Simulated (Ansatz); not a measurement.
## Si₂W (I4/mmm) under several functionals

**What was measured.**

From “Giant magnetoresistance, Fermi surface topology, Shoenberg effect and vanishing quantum oscillations in type-II Dirac semimetal candidates MoSi2 and WSi2”, 2022, arxiv:2202.05362, for a powder of Si2W: lattice constant a 3.21395 Å; lattice constant c 7.83128 Å.

Plane-wave DFT in Ansatz with scalar-relativistic PAW potentials. The same structure was relaxed (cell and atoms, symmetry kept) in separate runs at each level. No spin polarisation.

```csv
level,cutoff (eV),k mesh,V (Å³/atom),a (Å),c (Å)
LDA,420,18×18×18,13.143,3.185,7.772
PBE+D3(BJ),420,18×18×18,13.251,3.193,7.798
PBEsol,420,18×18×18,13.360,3.202,7.816
PBE,420,18×18×18,13.670,3.229,7.867
```

Task: Where does r2SCAN (500 eV, k mesh 18×18×18) fall?

Result: V (Å³/atom) 13.414, a (Å) 3.211, c (Å) 7.805. Its volume is between those of PBEsol and PBE. The usual order of volumes, LDA < PBEsol < PBE, holds here (13.143, 13.360, 13.670 Å³/atom). As a rule LDA overbinds; PBEsol, built on the gradient expansion of slowly varying densities, lies between LDA and PBE; PBE's stronger gradient term for exchange weakens bonds. Adding D3 to PBE changes the volume by -3.1 %; the term is attractive, so it pulls cells in. In metals the pairwise form ignores screening by the conduction electrons, so it can pull in too far. r2SCAN lies 1.9 % under PBE in volume.

For PBE: Against the measured lattice constant a of Si2W, 3.21395 Å (powder; “Giant magnetoresistance, Fermi surface topology, Shoenberg effect and vanishing quantum oscillations in type-II Dirac semimetal candidates MoSi2 and WSi2”, 2022, arxiv:2202.05362), the calculated 3.229 Å is off by +0.5 %. A measured lattice constant c of Si2W is 7.83128 Å (powder; “Giant magnetoresistance, Fermi surface topology, Shoenberg effect and vanishing quantum oscillations in type-II Dirac semimetal candidates MoSi2 and WSi2”, 2022, arxiv:2202.05362); the calculated 7.867 Å misses it by +0.5 %. The calculations are for 0 K without zero-point motion, and in metals axial ratios are sensitive to mesh and smearing.

Spin-orbit coupling is left out, which matters for the bands of heavy elements.